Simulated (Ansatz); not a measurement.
# Quadrupolar parameters in SiO₂

The cell is a computed structure from the Materials Project (it need not be an observed phase), taken as it stands.

Space group Ia-3d (No. 230); a = 10.1309 Å.

| site | Wyckoff | site symmetry | x | y | z |
| --- | --- | --- | --- | --- | --- |
| Si | 24d | -4.. | 0.7500 | 0.1250 | 0.0000 |
| O | 48g | ..2 | 0.3750 | 0.2823 | 0.0323 |

One atom of each set is listed; the run and its k-mesh use a cell of 36 atoms with edges of 8.77, 8.77, 8.77 Å.

All values are calculated (Ansatz; DFT, PBE, plane waves and PAW, scalar-relativistic, 420 eV cutoff, Γ-centred 4×4×4 k-points, Fermi–Dirac smearing 0.02 eV), not measured.

V_zz is the principal component of the electric field gradient with the largest magnitude, η = (V_xx − V_yy)/V_zz and C_Q = eQV_zz/h.

17O: I = 5/2, Q = -25.58 mb. Q values from Pyykkö, Mol. Phys. 116, 1328 (2018).

```csv
site,atoms,first shell,V_zz (10²¹ V/m²),η,C_Q (MHz)
Si,12,4 O at 1.61 Å,0.82,0.00,–
O,24,"2 Si at 1.61 Å, angle 149°",9.49,0.10,-5.87
```

An axis of threefold or higher order runs through Si, so V_zz lies along it and η is zero. At O V_zz runs parallel to the line that joins its two neighbours (within 1°).

Si has no stable isotope with a ground-state quadrupole moment in the table, so no C_Q is given.

At this cell the principal stresses reach 5 GPa in size with PBE, which can matter for small gradients. The largest force is 0.3 eV/Å, so the atoms aren't at the calculated equilibrium and relaxing them would move these values.
